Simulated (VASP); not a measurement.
# Ge (Fd-3m) in VASP: a series of runs, part 3 of 3

VASP 6.6.1. Earlier steps stand in the parts before.

### 5 Phonons, r2SCAN

Contents of POSCAR:

```
Ge
1.0
    0.0000000000      2.8290000000      2.8290000000
    2.8290000000      0.0000000000      2.8290000000
    2.8290000000      2.8290000000      0.0000000000
Ge
2
Direct
    0.0000000000      0.0000000000      0.0000000000
    0.2500000000      0.2500000000      0.2500000000
```

Contents of INCAR.step1:

```
SYSTEM = Ge
  PREC = Accurate
  ENCUT = 600
  EDIFF = 1E-8
  ISMEAR = -1
  SIGMA = 0.03
  LREAL = .False.
  LASPH = .True.
  NELM = 60
  ALGO = Normal
  ISIF = 3
  LWAVE = .False.
  LCHARG = .False.
  METAGGA = R2SCAN
  LMIXTAU = .True.
  NELECT = 27.98642
  IBRION = 2
  NSW = 40
  EDIFFG = -0.002
```

Contents of INCAR.step2:

```
SYSTEM = Ge
  PREC = Accurate
  ENCUT = 600
  EDIFF = 1E-8
  ISMEAR = -1
  SIGMA = 0.03
  LREAL = .False.
  LASPH = .True.
  NELM = 60
  ALGO = Normal
  ISIF = 2
  LWAVE = .False.
  LCHARG = .False.
  METAGGA = R2SCAN
  LMIXTAU = .True.
  NELECT = 27.98642
  IBRION = 6
  NFREE = 2
  POTIM = 0.015
  NSW = 1
```

Contents of KPOINTS:

```
regular mesh
0
Gamma
  14 14 14
  0 0 0
```

Potentials or basis: VASP PAW PBE potentials, release 64 (Ge_d).

Launch:

```
cat potpaw_PBE.64/Ge_d/POTCAR > POTCAR
cp INCAR.step1 INCAR
mpirun -np 1 vasp_std > vasp.out
cp CONTCAR POSCAR
cp INCAR.step2 INCAR
mpirun -np 1 vasp_std > vasp.out
```

OUTCAR:

```text
SYSTEM = Ge
   PREC = Accurate
   ENCUT = 600
   EDIFF = 1E-8
   ISMEAR = -1
   LREAL = .False.
   LASPH = .True.
   NELM = 60
   ISIF = 2
   METAGGA = R2SCAN
   NELECT = 27.98642
   IBRION = 6
   NFREE = 2
   POTIM = 0.015
   NSW = 1

 ion  position               nearest neighbor table
   1  0.000  0.000  0.000-   2 2.45   2 2.45   2 2.45   2 2.45
   2  0.250  0.250  0.250-   1 2.45   1 2.45   1 2.45   1 2.45

[... 820 lines left out ...]
  x    -0.00000     0.00000     0.00000     0.00000     8.79748     0.00000
  y    -0.00000    -0.00000    -0.00000     0.00000     0.00000     8.79748
  z     0.00000     0.00000    -0.00000     8.79748     0.00000     0.00000

 INTERNAL STRAIN TENSOR FOR ION    2 for displacements in x,y,z  (eV/Angst):
          X           Y           Z          XY          YZ          ZX
  --------------------------------------------------------------------------------
  x     0.00000    -0.00000    -0.00000     0.00000    -8.79748     0.00000
  y     0.00000     0.00000     0.00000     0.00000     0.00000    -8.79748
  z    -0.00000    -0.00000     0.00000    -8.79748     0.00000     0.00000

 Eigenvectors and eigenvalues of the dynamical matrix
 ----------------------------------------------------

   1 f  =    8.382119 THz    52.666407 2PiTHz  279.597392 cm-1    34.665643 meV
             X         Y         Z           dx          dy          dz
      0.000000  0.000000  0.000000     0.000000   -0.707107    0.000000
      1.416348  1.416348  1.416348     0.000000    0.707107    0.000000
[... 21 lines left out ...]
   6 f  =    0.000000 THz     0.000000 2PiTHz    0.000000 cm-1     0.000000 meV
             X         Y         Z           dx          dy          dz
      0.000000  0.000000  0.000000     0.000000    0.000000    0.707107
      1.416348  1.416348  1.416348     0.000000    0.000000    0.707107

 ELASTIC MODULI CONTR FROM IONIC RELAXATION (kBar)
 Direction    XX          YY          ZZ          XY          YZ          ZX
 --------------------------------------------------------------------------------
 XX          -0.0000      0.0000      0.0000     -0.0000      0.0000      0.0000
 YY           0.0000     -0.0000     -0.0000     -0.0000     -0.0000      0.0000
 ZZ           0.0000     -0.0000     -0.0000      0.0000     -0.0000      0.0000
 XY          -0.0000     -0.0000      0.0000   -261.3511      0.0000      0.0000
 YZ           0.0000     -0.0000     -0.0000      0.0000   -261.3511      0.0000
 ZX           0.0000      0.0000      0.0000      0.0000      0.0000   -261.3511
 --------------------------------------------------------------------------------
```

OUTCAR.step1:

```text
SYSTEM = Ge
   PREC = Accurate
   ENCUT = 600
   EDIFF = 1E-8
   ISMEAR = -1
   LREAL = .False.
   LASPH = .True.
   NELM = 60
   ISIF = 3
[... 797 lines left out ...]
  -------------------------------------------------------------------------------------
  Total        0.0039888      0.0039888      0.0039888      0.0000000      0.0000000     -0.0000000
  in kB        0.1405812      0.1405812      0.1405812      0.0000000      0.0000000     -0.0000000
  external PRESSURE =       0.1405812 kB  Pullay stress =       0.0000000 kB
[... 17 lines left out ...]
  FREE ENERGIE OF THE ION-ELECTRON SYSTEM (eV)
  ---------------------------------------------------
  free  energy   TOTEN  =       -27.8094967084 eV

  energy  without entropy=      -27.8090692504  energy(sigma->0) =      -27.80928298

 reached required accuracy - stopping structural energy minimisation
```

OSZICAR.step1:

```text
N       E                     dE             d eps       ncg     rms          rms(c)
DAV:   1     0.151603377436E+03    0.15160E+03   -0.16457E+04  3804   0.450E+03
[... 42 lines left out ...]
DAV:   3    -0.278095222367E+02    0.43264E-03   -0.71860E-04  4954   0.520E-01    0.291E-02
DAV:   4    -0.278094800598E+02    0.42177E-04   -0.69694E-05  4762   0.167E-01    0.102E-02
DAV:   5    -0.278094741143E+02    0.59455E-05   -0.23497E-05  4272   0.604E-02    0.316E-03
DAV:   6    -0.278094812793E+02   -0.71650E-05   -0.24512E-05  4344   0.600E-02    0.209E-03
DAV:   7    -0.278094968933E+02   -0.15614E-04   -0.69963E-06  3744   0.299E-02    0.693E-04
DAV:   8    -0.278094967048E+02    0.18843E-06   -0.12275E-07  3892   0.447E-03    0.785E-05
DAV:   9    -0.278094967084E+02   -0.35770E-08   -0.34656E-09  2764   0.636E-04
   3 F= -.27809497E+02 E0= -.27809283E+02  d E =-.165307E-03
```

Wall time 18 min (1 thread of Intel Xeon 6975P-C (Granite Rapids), shared host); peak memory 0.65 GiB.

What came out:

| Item | Value |
| --- | --- |
| Relaxed volume | 22.73 Å³/atom |
| Relaxed cell | a = 4.006 Å, b = 4.006 Å, c = 4.006 Å, α = 60.00°, β = 60.00°, γ = 60.00° |
| Space group after relaxing (to 0.05 Å) | Fd-3m (No. 227) |
| Highest phonon frequency at Γ | 280 cm⁻¹ |

Step by step:
```
step  energy change (eV)  largest force (eV/Å)  pressure (GPa)  volume (Å³)
   1              0.0000                0.0000            0.31        45.28
   2             -0.0001                0.0000           -0.15        45.57
   3             -0.0002                0.0000            0.01        45.46
```

Final structure:
```
Ge
1.0
     0.00000    2.83270    2.83270
     2.83270    0.00000    2.83270
     2.83270    2.83270    0.00000
Ge
2
Cartesian
  0.0000 0.0000 0.0000
  1.4163 1.4163 1.4163
```

Phonon frequencies in cm⁻¹ (negative: imaginary):
```csv
q point,frequencies
"(0.000, 0.000, 0.000)",0 0 0 280 280 280
```

Caveat: the cell is charged against a uniform background, so pressure and absolute levels hang on convention; the PAW data sets were made with another functional, which shifts forces and pressure a little.
